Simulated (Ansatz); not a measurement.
Structure: LiCl (zincblende), at its r2SCAN minimum. Space group F-43m (No. 216), cubic; a = 5.466 Å in the conventional setting, 20.41 Å³ an atom. Around Li lie 4 Cl at 2.37 Å; around Cl lie 4 Li at 2.37 Å.

```yaml
crystal:
  lattice:
    - [0.00000, 2.73304, 2.73304]
    - [2.73304, 0.00000, 2.73304]
    - [2.73304, 2.73304, 0.00000]
  atoms:
    - { symbol: Li, position: [0.00000, 0.00000, 0.00000] }
    - { symbol: Cl, position: [0.25000, 0.25000, 0.25000] }
```

The questions ask for values computed with Ansatz on this geometry. Values at 0 K without nuclear motion; spin polarisation is off, and the phase may be a hypothetical one.

Given (8×8×8 mesh): The PBE gap is direct at Γ: 6.05 eV.

Q: What does LDA give for the gap (8×8×8 mesh)?

A: With LDA the gap is 5.63 eV and direct, at Γ. The gap differs by -0.42 eV from PBE's.

Q: Estimate the gap with PBE0 on 6×6×6.

A: The PBE0 gap is direct at Γ: 8.11 eV. The gap differs by +2.06 eV from PBE's.

Q: Estimate the gap with LC-ωPBE on 6×6×6.

A: LC-ωPBE gives a direct gap of 12.72 eV at Γ. The gap differs by +6.67 eV from PBE's.

Q: What does Hartree-Fock give for the gap (6×6×6 mesh)?

A: With Hartree-Fock the gap is 14.45 eV and direct, at Γ. The gap differs by +8.40 eV from PBE's.

Q: Order these levels by the gap that they give, smallest first.
A. PBE
B. LDA
C. Hartree-Fock
D. PBE0
E. HSE06
F. r2SCAN
G. LC-ωPBE
H. DDH-PBE0

A: B (5.63 eV), A (6.05 eV), F (6.71 eV), E (7.39 eV), D (8.11 eV), H (9.40 eV), G (12.72 eV), C (14.45 eV).

Q: How strongly does the crystal screen a field with clamped ions (PBE)?

A: The electronic dielectric tensor ε∞ is 2.47 in all directions. Born charges, averaged over directions: Li +1.02, Cl -1.02 e.

Q: Going by these computed values, what does each step up buy?

A: r2SCAN covers 50 % of the step from PBE to HSE06, while HSE06 needs about 14 times r2SCAN's cost (on a coarser mesh). Among these functionals the gap stays direct.

The meshes of the hybrids are coarse, so their gaps aren't converged to the digits shown.
